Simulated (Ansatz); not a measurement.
**HfO2 at a changed volume — 17O NMR of the central transition**

Cell: a structure deposited in the COD, relaxed with PBE at fixed cell and then changed (volume scaled by 1.02, ions relaxed).

Space group Pbca (No. 61); a = 5.0933, b = 10.0835, c = 5.2622 Å.

| site | Wyckoff | site symmetry | x | y | z |
| --- | --- | --- | --- | --- | --- |
| Hf | 8c | 1 | 0.7461 | 0.8843 | 0.9646 |
| O9 | 8c | 1 | 0.8744 | 0.7894 | 0.6265 |
| O17 | 8c | 1 | 0.5026 | 0.9773 | 0.2615 |

One atom of each set is listed.

Level of theory: DFT, PBE, plane waves and PAW, scalar-relativistic, 420 eV cutoff, Γ-centred 5×3×5 k-points, Fermi–Dirac smearing 0.02 eV (Ansatz 0.2.0).

17O has I = 5/2 and Q = -25.58 mb (Pyykkö 2018); at 16.4 T its Larmor frequency is ν₀ = 94.7 MHz. Only the quadrupole interaction is simulated: positions count from each site's isotropic chemical shift, and J coupling is left out, as are shift anisotropy and dipolar coupling, which fast spinning averages.

**Question.** Simulate the second-order pattern (fast magic-angle spinning, Gaussian broadening 0.02 kHz) of site O9 (3 Hf at 2.05–2.18 Å).

**Answer.** The calculation gives C_Q = 1.81 MHz and η = 0.42, so ν_Q = 0.271 MHz and the centre of gravity lies at -2.31 ppm (-0.219 kHz).

offset (kHz), height and a bar:
```
  -0.5547          0 
  -0.5304          5 #
  -0.5061          9 ###
  -0.4819          9 ###
  -0.4576         10 ###
  -0.4333         10 ###
  -0.4090         18 #####
  -0.3848         34 ##########
  -0.3605         39 ############
  -0.3362         46 ##############
  -0.3119         67 ####################
  -0.2877        100 ##############################
  -0.2634         77 #######################
  -0.2391         69 #####################
  -0.2148         69 #####################
  -0.1906         73 ######################
  -0.1663         89 ###########################
  -0.1420         96 #############################
  -0.1177         71 #####################
  -0.0935         60 ##################
  -0.0692         53 ################
  -0.0449         47 ##############
  -0.0206         17 #####
   0.0036          0
```

Without spin–orbit coupling the gradients at and beside Hf can be off by some per cent, at some sites by more.

The relaxation (5 steps) took 30 s of wall time (1.9 min of CPU time) and 1.8 GiB at its peak, on 4 threads of AMD EPYC 9R45 (Zen 5) (x86_64; 16 cores open to the job, memory cap 8.0 GiB, no GPU), a shared host with a load of 0.4 a core.
